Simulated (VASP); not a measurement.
# VASP inputs for GaN (strained rocksalt)

INCAR

```
NSW = 0
ALGO = Normal
ISIF = 2
LWAVE = .FALSE.
IBRION = -1
NELM = 120
NBANDS = 16
LCHARG = .FALSE.
PREC = Accurate
LASPH = .TRUE.
LREAL = .FALSE.
SIGMA = 0.01
ISMEAR = 0
EDIFF = 1E-7
METAGGA = R2SCAN
ENCUT = 520
```

KPOINTS

```
KPOINTS created by Atomic Simulation Environment
0
Gamma
10 10 10
0 0 0
```

KPOINTS_OPT

```
special points
8
Reciprocal
0.0000000000 0.0000000000 0.0000000000 1
0.5000000000 0.0000000000 0.5000000000 1
0.6250000000 0.2500000000 0.6250000000 1
0.3750000000 0.3750000000 0.7500000000 1
0.5000000000 0.5000000000 0.5000000000 1
0.5000000000 0.2500000000 0.7500000000 1
0.2005210000 0.2005210000 0.4010420000 1
0.0000000000 0.5000000000 0.5000000000 1
```

POSCAR

```
Ga N
 1.0000000000000000
     0.0000000000000000    2.0241746249000001    2.2029881997000000
     2.0241746249000001    0.0000000000000000    2.2029881997000000
     2.0241746249000001    2.0241746249000001    0.0000000000000000
 Ga  N
   1   1
Cartesian
  0.0000000000000000  0.0000000000000000  0.0000000000000000
  2.0241746249000001  2.0241746249000001  2.2029881996999996
```

VASP ran with the recommended PBE PAW datasets (18 valence electrons in the cell).

Task: Predict the results.

Result: gap between bands v and c 1.03 eV; least direct gap 3.56 eV; pressure 14.7 GPa.

Band v is the last that the valence electrons fill when counted band by band, and c is the next. Levels in eV from the top of v:

```json
{"point": "Γ", "v−1": "-1.02", "v": "-0.35", "c": "3.21", "c+1": "15.12"}
{"point": "X", "v−1": "-4.26", "v": "-3.04", "c": "1.03", "c+1": "8.11"}
{"point": "K", "v−1": "-6.27", "v": "-2.06", "c": "4.71", "c+1": "10.32"}
{"point": "L", "v−1": "-0.64", "v": "-0.10", "c": "5.15", "c+1": "9.42"}
{"point": "W", "v−1": "-5.67", "v": "-5.09", "c": "6.36", "c+1": "10.73"}
```
